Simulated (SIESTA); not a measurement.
GaN:

```
Ga N
1.0
     0.00000    2.25350    2.25350
     2.25350    0.00000    2.25350
     2.25350    2.25350    0.00000
Ga N
1 1
Direct
  0.00000 0.00000 0.00000
  0.25000 0.25000 0.25000
```

The cell is a database's computed one.

Base run:

| Quantity | Value |
| --- | --- |
| Program | SIESTA 5.4.2 |
| Functional | PBE |
| Potentials or basis | PseudoDojo 0.4 standard (PBE files) |
| Basis | TZDP (energy shift 0.003 Ry; two zetas on semicore shells) |
| Grid cutoff | 800 Ry |
| Energy shift | 0.003 Ry |
| k mesh | 10 × 10 × 10 |
| Occupations | fermi-dirac, width 0.05 eV |
| Spin | no spin polarisation |

Its results: band gap on the k mesh 1.86 eV, direct; pressure 8.1 GPa.

**Question.** The run is repeated on the same cell with these changes: basis from TZDP (energy shift 0.003 Ry; two zetas on semicore shells) to DZ (energy shift 0.01 Ry); energy shift from 0.003 Ry to 0.01 Ry. What comes out?

**Answer.** Band gap on the k mesh 1.80 eV, direct; pressure 6.9 GPa.

Caveats: the basis of atomic orbitals isn't converged, which shifts pressures, moduli and gaps; the basis has no polarisation orbitals (some runs); semicore shells carry a single zeta, which can move pressures by several GPa and volumes by a few percent (some runs).
